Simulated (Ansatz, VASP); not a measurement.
InAs in VASP and in Ansatz

The input INCAR:

```
ALGO = Normal ; EDIFF = 1E-6
ENCUT = 520 ; GGA = PE
ISIF = 2 ; ISMEAR = -1
LASPH = True ; LCHARG = True
LELF = True ; LREAL = False
LVHAR = True ; LWAVE = False
NBANDS = 16 ; NELM = 60
PREC = Accurate ; SIGMA = 0.1
```

File KPOINTS:

```
k-points
0
Gamma
  13 13 13
```

POSCAR

```
InAs
1.0
    0.0000000000      2.6698608059      2.6698608059
    2.6698608059      0.0000000000      2.6698608059
    2.6698608059      2.6698608059      0.0000000000
In As
1 1
Direct
    0.0000000000      0.0000000000      0.0000000000
    0.5000000000      0.5000000000      0.5000000000
```

Input for Ansatz:

```yaml
crystal:
  lattice:
    - [0.0, 2.6698608059, 2.6698608059]
    - [2.6698608059, 0.0, 2.6698608059]
    - [2.6698608059, 2.6698608059, 0.0]
  atoms:
    - { symbol: In, position: [0.0, 0.0, 0.0] }
    - { symbol: As, position: [0.5, 0.5, 0.5] }
kpoints:
  mp_grid: { grid: [13, 13, 13] }
scf:
  occupations: { method: fermi_dirac, width: 0.1 }
hamiltonian:
  xc: pbe
  pseudopotentials: { kind: paw }
output:
  forces: true
  stress: true
  eigenvalues: true
  populations: true
  write_density: true
  write_potential: true
  elf: true
  volumetric_format: npy
```

Change from the starting cell: volume scaled by 0.8, PAW files.

Alike in both runs: task single point; functional PBE; k mesh 13 × 13 × 13; occupations fermi-dirac, width 0.1 eV; no spin polarisation.

|  | VASP | Ansatz |
| --- | --- | --- |
| version | VASP 6.6.1 | Ansatz 0.2.0 |
| potentials or method | VASP PAW PBE potentials, release 64 (In_d, As) | PAW with Ansatz's default frozen-core files, scalar-relativistic |
| plane-wave cutoff (eV) | 520 | 420 |
| valence electrons in the cell | 18 | 28 |

```csv
,VASP,Ansatz,Ansatz less VASP
pressure (GPa),23.7,23.3,-0.37
```

The functional is the same, so the differences come from potentials, cutoffs and numerics. The two sets of potentials don't hold the same shells in valence.

Caveats: so large a pressure means that the cell lies far from this level's equilibrium, or that cutoff or potentials fall short (VASP).
